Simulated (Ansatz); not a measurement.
Set up this calculation in Ansatz 0.2.0, as the native input.

```yaml
Task: relaxation of cell and atoms
Functional: LDA
Potentials_or_basis: Ansatz PAW
Cutoff: "420 eV (not typed: the program's choice for these potentials)"
k_mesh: 10 × 10 × 5
Occupations: fermi-dirac, width 0.05 eV
Spin: collinear spin, ferromagnetic start
Starting_moments: "[3.0, 0.0, 0.0] μB"
Hubbard_terms: Fe d U = 6 eV
Hubbard_projectors: ortho-atomic (the default)
Double_counting: fll (the default)
```

Crystal: FeSi2 (Linzhiite).

```
Fe Si
1.0
     2.68400    0.00000    0.00000
     0.00000    2.68400    0.00000
     0.00000    0.00000    5.12800
Fe Si
1 2
Cartesian
  0.0000 0.0000 0.0000
  1.3420 1.3420 3.7434
  1.3420 1.3420 1.3846
```

One way to write it, as run:

input.yaml

```yaml
crystal:
  lattice:
    - [2.684, 0.0, 0.0]
    - [0.0, 2.684, 0.0]
    - [0.0, 0.0, 5.128]
  atoms:
    - { symbol: Fe, position: [0.0, 0.0, 0.0], spin: 3.0 }
    - { symbol: Si, position: [0.5, 0.5, 0.73] }
    - { symbol: Si, position: [0.5, 0.5, 0.27] }
hamiltonian:
  xc: lda
  pseudopotentials: { kind: paw }
  hubbard: { sites: [{ species: Fe, l: d, u_eff: 6.0 }] }
magnetization:
  spin_polarized: true
kpoints:
  mp_grid: { grid: [10, 10, 5] }
scf:
  occupations: { method: fermi_dirac, width: 0.05 }
output:
  forces: true
  stress: true
  eigenvalues: true
  write_density: true
  write_potential: true
  elf: true
  volumetric_format: npy
relax:
  f_tol: 0.01
  max_steps: 40
  cell: { stress_tol: 0.05 }
```

Potentials or basis: Ansatz PAW.

Launch:

```console
$ ansatz run input.yaml --threads 2 --pin off --max-ram 5632MiB --backend cpu --events-out ev --progress --plain --runs-dir out
```

Results of the run:

```yaml
Relaxed_volume: 13.52 Å³/atom
Relaxed_cell: a = 2.764 Å, b = 2.764 Å, c = 5.311 Å, α = 90.00°, β = 90.00°, γ = 90.00°
Space_group_after_relaxing_to_0.05_Å: P4/mmm (No. 123)
Energy_gained_by_relaxing: 59.3 meV/atom
Ionic_steps: 11
Pressure_after_relaxing: 0.0 GPa
Band_gap_on_the_k_mesh: none (metal or under the smearing width)
Net_moment: 2.14 μB per cell
Absolute_moment: 2.58 μB per cell
Site_moments: Fe +2.27; Si -0.05 μB
```

Caveat: the magnetic or orbital state may not be the lowest; the plane-wave basis is chosen anew once the cell has moved, so the energies of steps on either side of that aren't comparable; the PAW data sets come from PBE, with cores solved anew for the run's functional, which leaves a small shift of forces and pressure; the U is typed as a test and isn't derived for this compound.

Run time: 37 s on 2 threads of Arm Neoverse V2 (shared host), peak memory 0.42 GiB.
